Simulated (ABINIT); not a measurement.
Runs of ABINIT 10.8.3 (patched build) on PbS (Galena). It takes space group Fm-3m (No. 225, cubic). The conventional cell has a = 5.931 Å, b = 5.931 Å, c = 5.931 Å, α = 90.00°, β = 90.00°, γ = 90.00°. Around Pb (site symmetry m-3m) lie 6 S at 2.97 Å. S (site symmetry m-3m) is surrounded by 6 Pb at 2.97 Å. 

| cell | gap on the mesh (eV) | pressure (GPa) |
| --- | --- | --- |
| relaxed to 5 GPa | 0.20 | 5.0 |
| relaxed | 0.50 | 0.0 |
| relaxed to 20 GPa | (a) | 20.0 |
| relaxed to 30 GPa | 0.90 | 30.0 |
| relaxed to 10 GPa | (b) | 10.0 |

Alike in all rows: task relaxation of cell and atoms; level PBE; potentials or basis JTH PAW PBE v2.0; no spin polarisation; k mesh 8 × 8 × 8; cutoff (eV) 599; smearing fermi-dirac 0.05 eV.

Question: Fill in the values left out.

Answer: (a) 0.58; (b) 0.08.

Caveats: spin-orbit coupling is left out, which as a rule narrows the gap of such compounds by several tenths of an eV.

A k mesh can miss the band edges, and the runs leave out spin-orbit coupling on Pb.
